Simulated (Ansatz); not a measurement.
## CuO: do energies and stresses tell the same story?

Theory: DFT PBEsol, scalar-relativistic, plane waves, PAW in Ansatz.

Settings: cutoff 420 eV, Γ-centred mesh 16×16×8 on the computed 4-atom cell, Gaussian smearing of 0.10 eV; no spin polarisation.

Relaxed cell: Cccm, a = 4.085 Å, b = 4.101 Å, c = 5.092 Å, α = 90.00°, β = 90.00°, γ = 90.00°, 4 atoms in the primitive cell. This form isn't the usual stable structure of the compound.

Energies at zero smearing and pressures from the stress tensor, at volumes with shape and atoms relaxed:
```
V (Å³/atom) E − E(first) (meV/atom) P (GPa)
     10.023                     0.00    10.76
     10.343                   -15.52     5.02
     10.662                   -20.39     0.01
     10.982                   -16.04    -4.30
     11.302                    -3.75    -7.99
     11.729                    23.11   -12.12
```

Check P = −dE/dV between neighbouring volumes, and get the bulk modulus from the pressures alone.

With 1 eV/Å³ = 160.2 GPa:
```json
{"middle V (Å³/atom)": "10.183", "−ΔE/ΔV (GPa)": "7.773", "mean P (GPa)": "7.886"}
{"middle V (Å³/atom)": "10.503", "−ΔE/ΔV (GPa)": "2.440", "mean P (GPa)": "2.513"}
{"middle V (Å³/atom)": "10.822", "−ΔE/ΔV (GPa)": "-2.178", "mean P (GPa)": "-2.145"}
{"middle V (Å³/atom)": "11.142", "−ΔE/ΔV (GPa)": "-6.156", "mean P (GPa)": "-6.147"}
{"middle V (Å³/atom)": "11.515", "−ΔE/ΔV (GPa)": "-10.092", "mean P (GPa)": "-10.054"}
```

The two differ by 0.11 GPa at most. The mean of two end pressures misses the average over a step by about ΔV² P″/12, up to 0.07 GPa here; with that taken off 0.05 GPa remains, from the smearing term (the stress is the derivative of the free energy), the finite cutoff, the mesh or the relaxation's tolerance. Around V = 10.662 Å³/atom, the two neighbours give B = −V ΔP/ΔV = 10.662 × 9.32 / 0.640 = 155.3 GPa, against B0 = 153.2 GPa from the Birch–Murnaghan fit of the energies.

Spin polarisation was left out, and a magnetic state may lie lower.

A ferromagnetic start lost its moments in a first run, so spin was left out; other magnetic orders weren't tried.

Cost: 7 runs of about 14 core-minutes in all, on Intel Xeon 6975P-C (Granite Rapids) (shared hosts).